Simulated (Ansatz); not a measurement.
# Os (P-1) in Ansatz: convergence with xc grid

Aim: find how far xc grid must go before the results for Os settle, at PBE. This setting moves, with any that are tied to it; all else stays.

All numbers are computed with Ansatz 0.2.0; they aren't measurements. Logs are shortened: lines on timing, memory, paths and dates and some standing lists are left out, and cuts for length are marked.

## Step 1: The cell of the first run

The typed cell holds 2 atoms: a = 2.734 Å, b = 2.734 Å, c = 4.320 Å, α = 90.00°, β = 90.00°, γ = 120.00°.

The cell isn't the ideal one: atoms moved at random, drawn with an rms of 0.05 Å.

## Step 2: With xc grid 1

The input, input.yaml:

```yaml
crystal:
  lattice:
    - [2.7341, 0.0, 0.0]
    - [-1.36705, 2.3678000565, 0.0]
    - [0.0, 0.0, 4.3197]
  atoms:
    - { symbol: Os, position: [0.65888, 0.319741, 0.759166] }
    - { symbol: Os, position: [0.328549, 0.664953, 0.246027] }
hamiltonian:
  xc: pbe
  pseudopotentials: { kind: paw, level: accurate }
kpoints:
  mp_grid: { grid: [8, 8, 5] }
scf:
  occupations: { method: cold, width: 0.1 }
output:
  forces: true
  stress: true
  eigenvalues: true
basis:
  xc_grid: 1
```

Potentials or basis: Ansatz PAW earlier set.

Command:

```bash
> ansatz run input.yaml --threads 2 --pin off --max-ram 5632MiB --backend cpu --events-out ev --progress --plain --runs-dir out
```

The log of the run:

```text
Warning: RAYON_NUM_THREADS=2 ignored (pool sized by the plan → 2); use --threads N
Engine: ansatz 0.2.0, x86_64-unknown-linux-gnu
Pseudopotentials: kind: paw, level: accurate
Pseudopotential: Os, paw, valence charge 16, recommended cutoff 700 eV (high), Os.paw.azcp
Functional definition: PBE
  parameter kappa = 0.804
  parameter beta = 0.06672455060314922
  exchange = pbe_x(kappa = kappa, mu = beta*pi^2/3)
  correlation = pbe_c(beta = beta)
Crystal: 2 atoms, lattice volume = 27.965 Å³
Basis set: ecut = 700 eV, 1141 PW (Γ)
Bands: 20, of which v1, the nominal top of the filled ones, is band 16 counted from 1 (15 counted from 0)
Symmetry: 2 space group operations
Space group: P-1 (ITA 2), of the structure as read, at distance tolerance 3.0e-5 Å
k-points: 162 of 320
Non-local potential: Os, projectors of the file, l = 0: 3, l = 1: 3, l = 2: 2
PAW form: soft (Blöchl's): semilocal exchange-correlation on the pseudo side does not see the compensation charge
PAW one-centre angular grid: Os, 590 points (default); XC on 64 Gauss nodes
Initial density: superposition of atomic densities (chi_scale 0.1, normalization cell)
Initial wavefunctions: pseudopotential atomic-orbital guess
Functional: x = pbe(κ = 0.804, μ = 0.2195149727645171), c = pbe(β = 0.06672455060314922)
SCF iter   1: F=—  HF=-22938.259314 eV  |F-HF|=—  |Δ(HF+E_count)|=         —  Δρ=5.82e-2  dr2=7.75e-1  ethr=3.10e-3  ⟨swp⟩=6.0  Hψ=14823  notcnv=0
preconditioner: auto → none  [metal: Δε(μ)=0.004 eV  Ē_g=7.084 eV  σ=0.100 eV  W_gap=0.03  n_scr=8 (ndim 8)  ℏωp=28.1 eV  f_vac=0.000  D(μ)=1.70/eV (n_scr^D=22)  sad-step TF]
SCF iter   2: F=—  HF=-22938.069310 eV  |F-HF|=—  |Δ(HF+E_count)|=   1.90e-1  S|Δr|=    0.00e0  Δρ=3.33e-2  dr2=2.40e-1  ethr=2.42e-3  ⟨swp⟩=2.0  Hψ=5141  notcnv=0  defer=54
SCF iter   3: F=—  HF=-22938.001475 eV  |F-HF|=—  |Δ(HF+E_count)|=   6.78e-2  S|Δr|=    0.00e0  Δρ=3.78e-3  dr2=6.25e-3  ethr=7.49e-4  ⟨swp⟩=2.5  Hψ=5539  notcnv=0  defer=54
SCF iter   4: F=—  HF=-22938.002414 eV  |F-HF|=—  |Δ(HF+E_count)|=   9.39e-4  S|Δr|=    0.00e0  Δρ=3.13e-3  dr2=9.98e-3  ethr=1.95e-5  ⟨swp⟩=2.9  Hψ=6400  notcnv=0  defer=54
SCF iter   5: F=—  HF=-22937.999674 eV  |F-HF|=—  |Δ(HF+E_count)|=   2.74e-3  S|Δr|=    0.00e0  Δρ=2.58e-4  dr2=1.57e-5  ethr=1.95e-5  ⟨swp⟩=2.1  Hψ=4831  notcnv=0  defer=54
SCF iter   6: F=—  HF=-22937.999678 eV  |F-HF|=—  |Δ(HF+E_count)|=   4.09e-6  S|Δr|=    0.00e0  Δρ=5.35e-5  dr2=4.29e-7  ethr=4.92e-8  ⟨swp⟩=2.2  Hψ=5666  notcnv=0  defer=54
SCF iter   7: F=-22937.999678 eV  HF=-22937.999678 eV  |F-HF|=6.03e-9  |Δ(HF+E_count)|=   1.65e-7  S|Δr|=    0.00e0  Δρ=7.58e-6  dr2=8.31e-9  ethr=3.13e-10  ⟨swp⟩=8.0  Hψ=15898  notcnv=0
SCF 1 converged in 7 iterations: F = -22937.999678 eV  dr2 = 8.31e-9
SCF converged after 7 iterations
Stability not checked: this state was not tested for a lower state beside it, because cold or Methfessel-Paxton smearing, or corrected tetrahedra, fill the levels in a way that the test cannot read (fill_not_monotonic; see scf.lower_state_search)
Free energy (F): -22937.999678 eV
Harris-Foulkes:  -22937.999678 eV  (|F-HF|=6.03e-9)
Internal energy: -22938.003115 eV  (E = F + TS)
E sigma→0 (E₀):  -22938.000824 eV
Entropy (-TS):   0.003437 eV (1.718 meV/atom)
Fermi energy:    26.441275 eV
Step filling:    the computed levels leave a gap of 0.0046 eV = 0.0 smearing widths at the electron count; against every level under it full and every level over it empty, smearing changes F+E_penalty+E_count by +1.558 meV and its σ→0 estimate by +0.412 meV
--- Per-component energies (eV) ---
  E_band       = -109.105468
  E_kinetic    = 1374.253226
  E_local      = -1497.316039  (includes V_loc(G=0)·N_el)
  E_nonlocal   = -346.675715
  E_hartree    = 572.715766
  E_xc         = -840.503317
  E_vxc        = -649.330151  (∫ρ·V_xc dr)
  E_paw        = -17784.318960  (= ΣΔE_a)
  E_vpaw       = -135.467620  (= ΣTr[D̂ρ^β])
  E_aug_tail   = 0.000004  (compensation charges beyond the density's cutoff)
  E_ewald      = -4416.158080
  E_smearing   = 0.003437  (= −TS)
  E_closure    = -0.000000  (closes the sum)
  Σ components = -22937.999678   (vs F -22937.999678, Δ=0.00e0)
--- Forces (eV/Å), atoms counted from 1 ---
  atom   1  Os    -0.09805732     0.31717683    -1.04687833
  atom   2  Os     0.09805732    -0.31717683     1.04687833
  max |Σ_I F_I| component: 0.00e0 eV/Å
--- Stress (GPa, compression-positive) ---
        8.260558       0.075318       0.158907
        0.075318       8.377739      -0.457945
        0.158907      -0.457945      10.876961
  P = ⅓ Tr σ = 9.1718 GPa (91.718 kbar)
--- Band table (eV; the first three rows and the last of 162) ---
  k-point 0: bands = ["-59.9909", "-59.8714", "-19.9565", "-19.0158", "-18.9943", "-18.8248", "-18.8190", "-18.7710", "15.7192", "18.8584", "23.5757", "23.6227", "23.8520", "24.3673", "24.4292", "25.0668", "25.2606", "26.7154", "28.2495", "28.5075"]
  k-point 1: bands = ["-59.9802", "-59.8823", "-19.8520", "-18.9985", "-18.9791", "-18.8879", "-18.8402", "-18.8368", "16.2108", "18.9061", "23.3604", "23.3926", "23.5694", "24.0937", "24.1735", "25.3413", "25.6907", "25.8876", "28.3221", "28.4921"]
  k-point 2: bands = ["-59.9538", "-59.9089", "-19.5807", "-19.1798", "-18.9543", "-18.9414", "-18.8810", "-18.8782", "17.4695", "18.6573", "22.9652", "23.2892", "23.3046", "23.5726", "23.5960", "23.6531", "26.9156", "27.0668", "28.0509", "28.0600"]
  k-point 161: bands = ["-59.8817", "-59.8650", "-19.8652", "-19.7907", "-19.1563", "-19.1494", "-19.0418", "-19.0282", "18.9560", "19.5447", "21.0377", "21.6596", "24.5861", "25.4651", "26.4207", "27.3369", "29.0033", "29.1563", "29.3178", "30.8610"]
```

Run time: 11 s. Hardware: 2 threads of Intel Xeon at 2.50GHz (Skylake/Cascade Lake), shared host; peak memory 0.42 GiB.

What came out:

| Quantity | Value |
| --- | --- |
| Free energy | -22937.9997 eV |
| Pressure | 9.2 GPa |
| Largest force | 1.098 eV/Å |
| Band gap on the k mesh | none (metal or under the smearing width) |

## Step 3: With xc grid 2

Changes to input.yaml since step 2:

```diff
@@ -20,2 +20,2 @@
 basis:
-  xc_grid: 1
+  xc_grid: 2
```

Potentials or basis: Ansatz PAW earlier set.

Command:

```bash
> ansatz run input.yaml --threads 2 --pin off --max-ram 5632MiB --backend cpu --events-out ev --progress --plain --runs-dir out
```

Wall time 11 s (2 threads of Intel Xeon at 2.50GHz (Skylake/Cascade Lake), shared host); peak memory 0.42 GiB.

What came out:

* Free energy: -22937.9997 eV
* Pressure: 9.2 GPa
* Largest force: 1.098 eV/Å
* Band gap on the k mesh: none (metal or under the smearing width)

## Step 4: With xc grid 3

Changes to input.yaml since step 3:

```diff
@@ -20,2 +20,2 @@
 basis:
-  xc_grid: 2
+  xc_grid: 3
```

Command:

```bash
> ansatz run input.yaml --threads 2 --pin off --max-ram 5632MiB --backend cpu --events-out ev --progress --plain --runs-dir out
```

Run time: 10 s. Hardware: 2 threads of Intel Xeon at 2.50GHz (Skylake/Cascade Lake), shared host; peak memory 0.44 GiB.

The run converged. Its results:

```yaml
Free_energy: -22937.9997 eV
Pressure: 9.2 GPa
Largest_force: 1.098 eV/Å
Band_gap_on_the_k_mesh: none (metal or under the smearing width)
```

## Step 5: With xc grid 4

Changes to input.yaml since step 4:

```diff
@@ -20,2 +20,2 @@
 basis:
-  xc_grid: 3
+  xc_grid: 4
```

Command:

```bash
> ansatz run input.yaml --threads 2 --pin off --max-ram 5632MiB --backend cpu --events-out ev --progress --plain --runs-dir out
```

Wall time 13 s (2 threads of Intel Xeon at 2.50GHz (Skylake/Cascade Lake), shared host); peak memory 0.48 GiB.

Results (log left out):

| Property | Result |
| --- | --- |
| Free energy | -22937.9997 eV |
| Pressure | 9.2 GPa |
| Largest force | 1.098 eV/Å |
| Band gap on the k mesh | none (metal or under the smearing width) |

## Step 6: With xc grid 5

Changes to input.yaml since step 5:

```diff
@@ -20,2 +20,2 @@
 basis:
-  xc_grid: 4
+  xc_grid: 5
```

Potentials or basis: Ansatz PAW earlier set.

Command:

```bash
> ansatz run input.yaml --threads 2 --pin off --max-ram 5632MiB --backend cpu --events-out ev --progress --plain --runs-dir out
```

Wall time 15 s (2 threads of Intel Xeon at 2.50GHz (Skylake/Cascade Lake), shared host); peak memory 0.55 GiB.

The run converged. Its results:

- Free energy: -22937.9997 eV
- Pressure: 9.2 GPa
- Largest force: 1.098 eV/Å
- Band gap on the k mesh: none (metal or under the smearing width)

## Step 7: The series at a glance

| xc grid | energy less the tightest run, at zero smearing (meV/atom) | SCF cycles | CPU time (s) | peak memory (GiB) |
| --- | --- | --- | --- | --- |
| 1 | 0.00 | 7 | 15 | 0.42 |
| 2 | 0.00 | 7 | 16 | 0.42 |
| 3 | 0.00 | 7 | 16 | 0.44 |
| 4 | 0.00 | 7 | 17 | 0.48 |
| 5 | 0.00 | 7 | 18 | 0.55 |

Against the tightest run, the energy stays within 1 meV/atom from 1 on. The tightest run that finished is the yardstick and may itself not be fully converged.
